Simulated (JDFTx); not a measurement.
Ag under changes of volume

One of the cells (17.048 Å³/atom); the others are scaled copies at fixed shape and fractional positions:

```
CELL_PARAMETERS angstrom
0.00000 2.04275 2.04275
2.04275 0.00000 2.04275
2.04275 2.04275 0.00000
ATOMIC_POSITIONS crystal
Ag 0.00000 0.00000 0.00000
```

- Program: JDFTx 1.7.0 (patched build)
- Functional: LDA
- Potentials or basis: PseudoDojo-SR-LDA-0.4.1-standard with smoothed tails
- Cutoff: 1170 eV
- Density cutoff: 4680 eV
- k mesh: 11 × 11 × 11
- Occupations: fermi-dirac, width 0.05 eV
- Spin: no spin polarisation

| volume (Å³/atom) | energy over the lowest point (meV/atom) | pressure (GPa) |
| --- | --- | --- |
| 16.025 | 0.00 | -0.4 |
| 16.366 | ? | ? |
| 16.707 | 13.42 | -5.6 |
| 17.048 | 27.61 | -7.6 |
| 17.389 | 45.85 | -9.4 |
| 17.730 | 67.55 | -10.9 |
| 18.071 | 92.14 | -12.1 |

Q: What does the run at 16.366 Å³/atom give?

A: Energy over the lowest point 3.97 meV/atom; pressure -3.2 GPa.

Worked out: A Birch-Murnaghan fit of order 3 (a polynomial in V^(-2/3)) to the other rows has its minimum at 15.98 Å³/atom, just outside them, with B0 = V·E''(V) = 144 GPa and B' = 6.1. It gives 3.95 meV/atom at 16.366 Å³/atom, against the run's 3.97, and -dE/dV = -3.2 GPa, against -3.2.

Energies are extrapolated to zero smearing.
